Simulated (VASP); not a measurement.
## Input and output of a VASP PBEsol single-point calculation on Si (diamond)

INCAR

```
NELM = 120
LCHARG = .FALSE.
NBANDS = 11
SIGMA = 0.01
IBRION = -1
ENCUT = 520
EDIFF = 1E-7
ISMEAR = 0
NSW = 0
PREC = Accurate
ISIF = 2
LREAL = .FALSE.
LWAVE = .FALSE.
LASPH = .TRUE.
GGA = PS
```

KPOINTS

```
KPOINTS created by Atomic Simulation Environment
0
Gamma
8 8 8
0 0 0
```

KPOINTS_OPT

```
special points
7
Reciprocal
0.0000000000 0.0000000000 0.0000000000 1
0.5000000000 0.0000000000 0.5000000000 1
0.5000000000 0.2500000000 0.7500000000 1
0.3750000000 0.3750000000 0.7500000000 1
0.5000000000 0.5000000000 0.5000000000 1
0.6250000000 0.2500000000 0.6250000000 1
0.4000000000 0.0000000000 0.4000000000 1
```

POSCAR

```
Si
 1.0000000000000000
     0.0000000000000000    2.7221188960354810    2.7221188960354810
     2.7221188960354810   -0.0000000000000000    2.7221188960354810
     2.7221188960354810    2.7221188960354810   -0.0000000000000000
 Si
   2
Cartesian
 -0.0000000000000000  0.0000000000000000 -0.0000000000000000
  1.3610594480177407  1.3610594480177407  1.3610594480177407
```

VASP ran with the recommended PBE PAW datasets (8 valence electrons in the cell).

Command

```
mpirun -np 1 vasp_std
```

From OUTCAR

```
k-points           NKPTS =     29   k-points in BZ     NKDIM =     29   number of bands    NBANDS=     11

   NELECT =       8.0000    total number of electrons

   dimension x,y,z NGX =    30 NGY =   30 NGZ =   30
   dimension x,y,z NGXF=    60 NGYF=   60 NGZF=   60

  energy-cutoff  :      520.00
  volume of cell :       40.34
      direct lattice vectors                 reciprocal lattice vectors
     0.000000000  2.722118896  2.722118896    -0.183680441  0.183680441  0.183680441
     2.722118896  0.000000000  2.722118896     0.183680441 -0.183680441  0.183680441
     2.722118896  2.722118896  0.000000000     0.183680441  0.183680441 -0.183680441

 k-points in reciprocal lattice and weights: KPOINTS created by Atomic Simulation Env
   0.00000000  0.00000000  0.00000000       0.002
   0.12500000  0.00000000  0.00000000       0.016
   0.25000000  0.00000000  0.00000000       0.016
   0.37500000  0.00000000  0.00000000       0.016
   0.50000000  0.00000000  0.00000000       0.008
   0.12500000  0.12500000  0.00000000       0.012
   0.25000000  0.12500000  0.00000000       0.047
   0.37500000  0.12500000  0.00000000       0.047
   ...

 E-fermi :   5.7749

 k-point     1 :       0.0000    0.0000    0.0000
  band No.  band energies     occupation
      1      -6.2230      2.00000
      2       5.7163      2.00000
      3       5.7163      2.00000
      4       5.7163      2.00000
      5       8.2299      0.00000
      6       8.2299      0.00000
      7       8.2299      0.00000
      8       8.9556      0.00000
      9      13.3960      0.00000
     10      13.3998      0.00000
     11      13.3998      0.00000

 k-point     2 :       0.1250    0.0000    0.0000
  band No.  band energies     occupation
      1      -6.0194      2.00000
      2       4.1058      2.00000
      3       5.4259      2.00000
      4       5.4259      2.00000
      5       8.1401      0.00000
      6       8.6549      0.00000
      7       8.6549      0.00000
      8      10.3197      0.00000
      9      12.8979      0.00000
     10      12.8979      0.00000
     11      14.1995      0.00000

 k-point     3 :       0.2500    0.0000    0.0000
  band No.  band energies     occupation
      1      -5.4251      2.00000
      2       1.7777      2.00000
      3       4.9556      2.00000
      4       4.9556      2.00000
      5       7.6515      0.00000
      6       9.1678      0.00000
      7       9.1678      0.00000
      8      12.5038      0.00000
      9      12.8432      0.00000
     10      12.8432      0.00000
     11      14.4746      0.00000

 k-point     4 :       0.3750    0.0000    0.0000
  band No.  band energies     occupation
      1      -4.5320      2.00000
      2      -0.2402      2.00000
      3       4.6303      2.00000
      4       4.6303      2.00000
      5       7.2839      0.00000
      6       9.1053      0.00000
      7       9.1053      0.00000
      8      13.3875      0.00000
      9      14.2261      0.00000
     10      14.2261      0.00000
     11      15.2199      0.00000

 k-point     5 :       0.5000    0.0000    0.0000
  band No.  band energies     occupation
      1      -3.8920      2.00000
      2      -1.2640      2.00000
      3       4.5192      2.00000
      4       4.5192      2.00000
      5       7.1552      0.00000
      6       8.9917      0.00000
      7       8.9917      0.00000
      8      13.2195      0.00000
      9      16.2066      0.00000
     10      16.2066      0.00000
     11      16.8751      0.00000

 k-point     6 :       0.1250    0.1250    0.0000
  band No.  band energies     occupation
      1      -5.9508      2.00000
      2       4.3725      2.00000
      3       4.9047      2.00000
      4       4.9047      2.00000
      5       7.6577      0.00000
      6       9.3721      0.00000
      7       9.3721      0.00000
      8      10.0021      0.00000
      9      12.1408      0.00000
     10      13.7009      0.00000
     11      14.5001      0.00000

 k-point     7 :       0.2500    0.1250    0.0000
  band No.  band energies     occupation
      1      -5.4833      2.00000
      2       2.4831      2.00000
      3       4.3932      2.00000
      4       4.4633      2.00000
      5       7.7890      0.00000
      6       9.3529      0.00000
      7      10.1317      0.00000
      8      10.3706      0.00000
      9      13.1182      0.00000
     10      13.8512      0.00000
     11      15.5102      0.00000

 k-point     8 :       0.3750    0.1250    0.0000
  band No.  band energies     occupation
      1      -4.6695      2.00000
      2       0.4242      2.00000
      3       3.8690      2.00000
      4       4.1269      2.00000
      5       7.8779      0.00000
      6       9.2845      0.00000
      7      10.1209      0.00000
      8      11.0839      0.00000
      9      14.8946      0.00000
     10      14.9708      0.00000
     11      15.5032      0.00000

 k-point     9 :       0.5000    0.1250    0.0000
  band No.  band energies     occupation
      1      -3.8067      2.00000
      2      -1.0399      2.00000
      3       3.4229      2.00000
      4       4.1532      2.00000
      5       7.8214      0.00000
      6       9.1501      0.00000
      7       9.7532      0.00000
      8      12.9710      0.00000
      9      14.5364      0.00000
     10      16.1289      0.00000
     11      17.1065      0.00000

 k-point    10 :      -0.3750    0.1250    0.0000
  band No.  band energies     occupation
      1      -4.0521      2.00000
      2      -0.6686      2.00000
      3       3.2404      2.00000
      4       4.4511      2.00000
      5       7.9896      0.00000
      6       9.2565      0.00000
      7       9.5210      0.00000
      8      13.4870      0.00000
      9      13.7384      0.00000
     10      14.7744      0.00000
     11      16.7607      0.00000

 k-point    11 :      -0.2500    0.1250    0.0000
  band No.  band energies     occupation
      1      -4.9754      2.00000
      2       1.0831      2.00000
      3       3.3898      2.00000
      4       4.9436      2.00000
      5       8.3531      0.00000
      6       9.3352      0.00000
      7       9.4963      0.00000
      8      11.8967      0.00000
      9      12.1162      0.00000
     10      15.3489      0.00000
     11      15.7002      0.00000

 k-point    12 :      -0.1250    0.1250    0.0000
  band No.  band energies     occupation
      1      -5.6840      2.00000
      2       3.0234      2.00000
      3       4.0728      2.00000
      4       5.4252      2.00000
      5       8.6875      0.00000
      6       8.7878      0.00000
      7       9.0042      0.00000
      8      11.1602      0.00000
      9      11.9874      0.00000
     10      13.6718      0.00000
     11      15.2320      0.00000

 k-point    13 :       0.2500    0.2500    0.0000
  band No.  band energies     occupation
      1      -5.1438      2.00000
      2       2.1956      2.00000
      3       3.8216      2.00000
      4       3.8216      2.00000
      5       6.7563      0.00000
      6       8.7416      0.00000
      7      11.4151      0.00000
      8      11.4151      0.00000
      9      13.6605      0.00000
     10      14.6028      0.00000
     11      16.9012      0.00000

 k-point    14 :       0.3750    0.2500    0.0000
  band No.  band energies     occupation
      1      -4.4353      2.00000
      2       0.7764      2.00000
      3       3.0306      2.00000
      4       3.5044      2.00000
      5       6.9753      0.00000
      6       8.5076      0.00000
      7      11.6368      0.00000
      8      11.9206      0.00000
      9      15.6411      0.00000
     10      15.7746      0.00000
     11      17.1855      0.00000

 k-point    15 :       0.5000    0.2500    0.0000
  band No.  band energies     occupation
      1      -3.5094      2.00000
      2      -0.6648      2.00000
      3       2.1610      2.00000
      4       3.5086      2.00000
      5       7.1370      0.00000
      6      10.0679      0.00000
      7      11.3741      0.00000
      8      11.5681      0.00000
      9      15.7846      0.00000
     10      16.1767      0.00000
     11      17.7982      0.00000

 k-point    16 :      -0.3750    0.2500    0.0000
  band No.  band energies     occupation
      1      -3.3039      2.00000
      2      -0.9242      2.00000
      3       1.7002      2.00000
      4       3.8280      2.00000
      5       7.4629      0.00000
      6      11.0831      0.00000
      7      11.1293      0.00000
      8      12.5767      0.00000
      9      13.6143      0.00000
     10      13.6243      0.00000
     11      18.0900      0.00000

 ...

  Total       -0.1084236     -0.1084236     -0.1084236     -0.0000000      0.0000000     -0.0000000
  in kB       -4.3060909     -4.3060909     -4.3060909     -0.0000000      0.0000000     -0.0000000
  external PRESSURE =      -4.3060909 kB  Pullay stress =       0.0000000 kB

 POSITION                                       TOTAL-FORCE (eV/Angst)
 -----------------------------------------------------------------------------------
      0.00000      0.00000      0.00000         0.000000      0.000000      0.000000
      1.36106      1.36106      1.36106        -0.000000     -0.000000      0.000000
 -----------------------------------------------------------------------------------
    total drift:                               -0.000000     -0.000000     -0.000000

  FREE ENERGIE OF THE ION-ELECTRON SYSTEM (eV)
  ---------------------------------------------------
  free  energy   TOTEN  =       -11.4888901372 eV

  energy  without entropy=      -11.4888901372  energy(sigma->0) =      -11.48889014
```

The gap between bands v and c is 0.48 eV and the least direct gap is 2.51 eV. The pressure is -0.4 GPa.

Band v is the last that the valence electrons fill when counted band by band, and c is the next.

The run took about 6.5 s on one core of a shared host (Intel Xeon 6975P-C) and held 0.16 GiB at most.
